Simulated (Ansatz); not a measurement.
# Phases of Ga at 330 GPa

Structure types of Ga are relaxed in primitive cells with their symmetry kept at 330 GPa, first on PAW files, then by LAPW. The enthalpy is E + pV at zero temperature, without zero-point motion. Only the types listed were tried, and differences under about 5 meV/atom are mesh noise. Not among the end structures: fcc, which may lie lower.

Level of theory: DFT with PBE, scalar-relativistic, in Ansatz 0.2.0; Fermi–Dirac smearing of 0.05 eV, no spin polarisation. LAPW: all electrons, basis error target 0.5 meV/atom; PAW: frozen-core files, cutoff 420 eV.

k meshes: bcc 21×21×21, hcp 19×19×11, diamond 15×15×15, sc 19×19×19, beta tin 20×20×20.

**Question.** Order the types by LAPW enthalpy, lowest first.
A. diamond
B. hcp
C. bcc
D. sc
E. beta tin

**Answer.** B (0 meV/atom), C (147 meV/atom), E (798 meV/atom), D (1132 meV/atom), A (5104 meV/atom).

| start type | ends as | a, b, c (Å) | V (Å³/atom) | H − H(lowest), LAPW (meV/atom) | same, PAW |
| --- | --- | --- | --- | --- | --- |
| bcc | bcc, Im-3m | 2.529, 2.529, 2.529 | 8.09 | 147.0 | 147.3 |
| hcp | hcp, P6_3/mmc | 2.233, 2.233, 3.732 | 8.06 | 0.0 | 0.0 |
| diamond | diamond, Fd-3m | 4.248, 4.248, 4.248 | 9.59 | 5104.0 | 5097.7 |
| sc | sc, Pm-3m | 2.036, 2.036, 2.036 | 8.44 | 1131.9 | 1131.7 |
| beta tin | beta tin, I4_1/amd | 3.993, 3.993, 2.089 | 8.33 | 797.7 | 798.0 |

**Question.** Split the lead of hcp over bcc into energy and pV.

**Answer.** For bcc less hcp: ΔE = +77.6 meV/atom, and p·ΔV = 330 GPa × +0.0337 Å³ × 6.242 meV/(GPa·Å³) = +69.5 meV/atom, together 147.1 meV/atom. hcp wins on both counts.
